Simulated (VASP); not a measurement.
A convergence study with VASP on SrF2 (fluorite): one setting is varied, all else stays as given below, so the limit is that of these other settings. Each run relaxes cell and ions from the cell shown.

```
SrF2
1.0
    0.00000     2.90000     2.90000
    2.90000     0.00000     2.90000
    2.90000     2.90000     0.00000
Sr F
1 2
Direct
  0.00000   0.00000   0.00000
  0.25000   0.25000   0.25000
  0.75000   0.75000   0.75000
```

Level of theory: PBE GGA, VASP's PBE PAW potentials (set 64) (plane waves; VASP). The tightest run used: 700 eV cut-off, 10×10×10 Γ-centred mesh, Gaussian smearing of 0.050 eV, potentials Sr_sv F.

Gaps are read on the run's mesh, which can miss a band edge.

Question: The settings run are 2×2×2 mesh; 3×3×3 mesh; 4×4×4 mesh; 5×5×5 mesh; 6×6×6 mesh; 7×7×7 mesh; 8×8×8 mesh; 9×9×9 mesh; 10×10×10 mesh. From which on does the relaxed volume stay within 0.05 Å³/atom of the tightest run?

Answer: From 3×3×3 mesh on: it is off by 0.001 there and by no more than 0.05 in any finer run, while 2×2×2 mesh is off by 0.099.
```tsv
setting	relaxed volume (Å³/atom)	E (eV/atom)	gap on the mesh (eV)	irreducible k-points	difference judged (Å³/atom)
2×2×2 mesh	16.865	-5.6789	6.707	3	0.099
3×3×3 mesh	16.767	-5.6921	6.862	4	0.001
4×4×4 mesh	16.766	-5.6925	6.756	8	0.000
5×5×5 mesh	16.766	-5.6924	6.803	10	0.000
6×6×6 mesh	16.766	-5.6924	6.757	16	0.000
7×7×7 mesh	16.766	-5.6924	6.779	20	0.000
8×8×8 mesh	16.766	-5.6925	6.757	29	0.000
9×9×9 mesh	16.766	-5.6924	6.770	35	0.000
10×10×10 mesh	16.766	-5.6924	6.756	47	0.000
```

Left out are rungs that failed or repeat a setting and relaxations that didn't move; long series are thinned to 24 rows.

The compound is SrF2 in the fluorite structure.
